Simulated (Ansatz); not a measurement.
# Property card for ZrO$_{2}$

ZrO2:
```xyz
12
Lattice="5.1542 0.0000 0.0000 0.0000 5.2257 0.0000 -0.8717 0.0000 5.2598" Properties=species:S:1:pos:R:3 pbc="T T T"
Zr     1.2404     0.2203     1.1032
Zr     3.4780     2.8331     1.5267
Zr     3.0421     5.0054     4.1566
Zr     0.8045     2.3926     3.7331
O      0.0537     1.7385     1.8136
O      4.6646     4.3514     0.8163
O      4.2288     3.4871     3.4462
O     -0.3821     0.8743     4.4435
O      1.9014     3.9572     2.5132
O      2.8170     1.3443     0.1167
O      2.3812     1.2685     2.7466
O      1.4655     3.8813     5.1431
```

Space group P2_1/c (No. 14); conventional cell a = 5.1542 Å, b = 5.2257 Å, c = 5.3315 Å, α = γ = 90.00°, β = 99.41°.

Method: r²SCAN (plane waves, PAW; program Ansatz). The cell and atoms are relaxed at this level. Other levels are named where they apply.

**Cell and energy**

* **Volume per atom**: 11.81 Å³
* **Density**: 5.78 g/cm³
* **Formation energy from the elements (no fitted shifts)**: -3.72 eV/atom

**Electronic structure**

- Band gap = 4.16 eV (indirect)
- Valence-band maximum = at Γ
- Conduction-band minimum = at Y2 (k = 0.500, 0.000, 0.000 in fractions of the reciprocal vectors)
- Smallest direct gap on the standard path = 4.23 eV
- Hole effective mass = 1.7, 2.3, 12 mₑ (principal values)
- Hole effective mass with spin–orbit coupling = 1.7, 2.3, 12 mₑ (principal values)
- HSE06 gap on the r²SCAN cell = 5.21 eV
- Gap with spin–orbit coupling = 4.16 eV

**Charges**

- Bader charges: Zr +2.69, O -1.37 to -1.32 e

The cell was relaxed with r²SCAN under the symmetry of its start. The run is not spin-polarised. The references are the lowest solids computed at this level, not always the standard phases (solids in place of the gases). Spin–orbit coupling is left out wherever it is not named.

Potentials: the later of the program's two PAW sets.
